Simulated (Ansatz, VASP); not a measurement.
# Cross-check of HfO2 between VASP and Ansatz, part 3 of 3

Wanted: the spread between two codes on one cell, functional and k mesh. The structure shown is the end of the Ansatz relaxation below.

VASP 6.6.1 and Ansatz 0.2.0.

So far: The starting structure; Ansatz: relaxation, PBEsol; VASP: single point, PBEsol, pair 1; Side by side.

## (6) VASP: single point, PBEsol, pair 2

Level of this step: PBEsol; plane waves and PAW (Hf_pv, O) (VASP).

The same cell, functional, mesh and smearing now go to VASP, with its own data sets.

INCAR

```
SYSTEM = HfO2
PREC = Accurate
ENCUT = 600
EDIFF = 1E-06
NELM = 120
ISMEAR = -1
SIGMA = 0.02
LREAL = .FALSE.
ALGO = Normal
GGA = PS
NBANDS = 56
LASPH = .TRUE.
LORBIT = 11
LWAVE = .FALSE.
LCHARG = .FALSE.
ISIF = 2
GGA_COMPAT = .FALSE.
EFERMI = MIDGAP
KPAR = 2
```

POSCAR

```
HfO2
1.0
    5.2081098334      0.0000000000      0.0000000000
    0.0000000000      4.9917983475      0.0000000000
    0.0000000000      0.0000000000      5.1430950000
Hf O
4 8
Direct
    0.9666539666      0.7323023251      0.7511946176
    0.0333460334      0.2676976749      0.2511946176
    0.4666539666      0.2676976749      0.7511946176
    0.5333460334      0.7323023251      0.2511946176
    0.6338624301      0.9304144186      0.8928820751
    0.3661375699      0.0695855814      0.3928820751
    0.1338624301      0.0695855814      0.8928820751
    0.8661375699      0.9304144186      0.3928820751
    0.7667141843      0.4598116555      0.9999234073
    0.2332858157      0.5401883445      0.4999234073
    0.2667141843      0.5401883445      0.9999234073
    0.7332858157      0.4598116555      0.4999234073
```

KPOINTS

```
Automatic mesh
0
Gamma
6 6 6
0 0 0
```

The projector-augmented-wave data sets are Hf_pv and O (PBE family, release 64).

Run with:

```
$ mpirun -np 2 vasp_std
```

Numbers of over 12 decimals in the logs are rounded to 6 here.

The log of the run:

```text
[banner, memory and clock lines left out]
running    2 mpi-ranks, on    1 nodes
[...]
[... a notice as in an earlier step ...]

 LDA part: xc-table for (Slater+PW92), standard interpolation
 POSCAR, INCAR and KPOINTS ok, starting setup
[...]
entering main loop
       N       E                     dE             d eps       ncg     rms          rms(c)
DAV:   1     0.594227957018E+03    0.59423E+03   -0.54465E+04  7168   0.176E+03
DAV:   2    -0.109843125573E+03   -0.70407E+03   -0.68330E+03  9016   0.432E+02
DAV:   3    -0.146464297008E+03   -0.36621E+02   -0.36471E+02  8464   0.875E+01
DAV:   4    -0.146924647272E+03   -0.46035E+00   -0.45950E+00  8984   0.107E+01
[...]
DAV:  12    -0.127050512856E+03   -0.21820E-04   -0.15748E-04  8512   0.625E-02    0.120E-01
DAV:  13    -0.127050512676E+03    0.17938E-06   -0.44949E-05  8704   0.299E-02    0.491E-02
DAV:  14    -0.127050512028E+03    0.64842E-06   -0.50651E-06  7896   0.129E-02
   1 F= -.12705051E+03 E0= -.12705051E+03  d E =0.000000E+00
```

Parts of OUTCAR (step 6):

```text
  Total       -2.8360284     -2.7609898     -8.4414737      0.0000000      0.0000000      0.0000000
  in kB      -33.9828219    -33.0836690   -101.1502921      0.0000000      0.0000000      0.0000000
  external PRESSURE =     -56.0722610 kB  Pullay stress =       0.0000000 kB

 POSITION                                       TOTAL-FORCE (eV/Angst)
 -----------------------------------------------------------------------------------
      5.03444      3.65551      3.86347        -0.043731      0.002427     -0.035124
      0.17367      1.33629      1.29192         0.043731     -0.002427     -0.035124
      2.43039      1.33629      3.86347        -0.043731     -0.002427     -0.035124
      2.77772      3.65551      1.29192         0.043731      0.002427     -0.035124
      3.30123      4.64444      4.59218         0.025462      0.005385      0.010172
      1.90688      0.34736      2.02063        -0.025462     -0.005385      0.010172
      0.69717      0.34736      4.59218         0.025462     -0.005385      0.010172
      4.51094      4.64444      2.02063        -0.025462      0.005385      0.010172
      3.99313      2.29529      5.14270         0.012720      0.037285      0.024952
      1.21498      2.69651      2.57115        -0.012720     -0.037285      0.024952
      1.38908      2.69651      5.14270         0.012720     -0.037285      0.024952
      3.81903      2.29529      2.57115        -0.012720      0.037285      0.024952
 -----------------------------------------------------------------------------------
    total drift:                               -0.000000      0.000000     -0.000664

  FREE ENERGIE OF THE ION-ELECTRON SYSTEM (eV)
  ---------------------------------------------------
  free  energy   TOTEN  =      -127.0505120277 eV

  energy  without entropy=     -127.0505120277  energy(sigma->0) =     -127.05051203

[... 1 part as in an earlier step ...]

[... 2 further parts left out ...]
[key lines of the parts left out:]
E-fermi :   5.4963
```

The run ends at a pressure of -5.61 GPa, with forces up to 0.056 eV/Å.

## (7) Comparison

What differs besides the data sets and the points named for the pairs above, as far as they apply: the data sets hold 152 valence electrons in Ansatz (on its PAW soft_1 files) and 88 in VASP. Total energies have different zeros and are not compared.

The two programs side by side:

| quantity | Ansatz | VASP | difference |
| --- | --- | --- | --- |
| pressure (GPa) | -2.24 | -5.61 | +3.36 |
| gap on the k mesh (eV) | 4.291 | 4.249 | +0.042 |

Forces on 7 of the 12 atoms, those with the largest forces and the largest differences (eV/Å; atoms numbered as in POSCAR):

| atom | Ansatz x, y, z | VASP x, y, z |
| --- | --- | --- |
| Hf1 | 0.000, 0.001, 0.000 | -0.044, 0.002, -0.035 |
| Hf2 | 0.000, -0.001, 0.000 | 0.044, -0.002, -0.035 |
| Hf3 | 0.000, -0.001, 0.000 | -0.044, -0.002, -0.035 |
| Hf4 | 0.000, 0.001, 0.000 | 0.044, 0.002, -0.035 |
| O10 | 0.000, 0.000, 0.000 | -0.013, -0.037, 0.025 |
| O11 | 0.000, 0.000, 0.000 | 0.013, -0.037, 0.025 |
| O12 | 0.000, 0.000, 0.000 | -0.013, 0.037, 0.025 |

The forces differ by 26 meV/Å r.m.s., where the r.m.s. force is 0.000 eV/Å in Ansatz and 0.026 eV/Å in VASP: the atoms lie near their places of rest in Ansatz, so a percentage would say little (all taken over all components). A gap on the mesh is an upper bound, since the band edges may lie between its points; neither run holds spin-orbit coupling, which can move the band edges of a compound of Hf.

## (8) Outcome

| Quantity | Value |
| --- | --- |
| r.m.s. force difference (single point, PBEsol, pair 1) | 27 meV/Å |
| difference in pressure (single point, PBEsol, pair 1) | 3.4 GPa |
| difference in gap on the k mesh (single point, PBEsol, pair 1) | 0.042 eV |
| r.m.s. force difference (single point, PBEsol, pair 2) | 26 meV/Å |
| difference in pressure (single point, PBEsol, pair 2) | 3.4 GPa |
| difference in gap on the k mesh (single point, PBEsol, pair 2) | 0.042 eV |

What this shows: The difference in pressure is 3.4 GPa (single point, PBEsol, pair 1), beyond the 1 GPa picked in this series as the mark of a large difference. The data sets hold unlike numbers of valence electrons (152 in Ansatz and 88 in VASP), so part of the differences may come from the potentials. By the marks of this series, far apart in the single point, PBEsol, pair 1 pair: the r.m.s. force difference, 27 meV/Å and the difference in pressure, 3.4 GPa. What causes the difference of the single point, PBEsol, pair 1 pair stays open here. By the marks of this series, far apart in the single point, PBEsol, pair 2 pair: the r.m.s. force difference, 26 meV/Å and the difference in pressure, 3.4 GPa. What causes the difference of the single point, PBEsol, pair 2 pair stays open here. How closely two codes agree says nothing of how well the functional describes the real material.

[Lines on the potential files, build, host, timing and source positions are cut from VASP's logs without a mark.]

[Logs are printed without paths, hosts, clocks, repeated set-up lines and the standing remarks that a program may print on its own settings, such as how far it seeks lower states.]

[Hosts, paths, dates, database ids (printed as entryN), source tags and the programs' standing remarks are cut or masked in the printed files.]
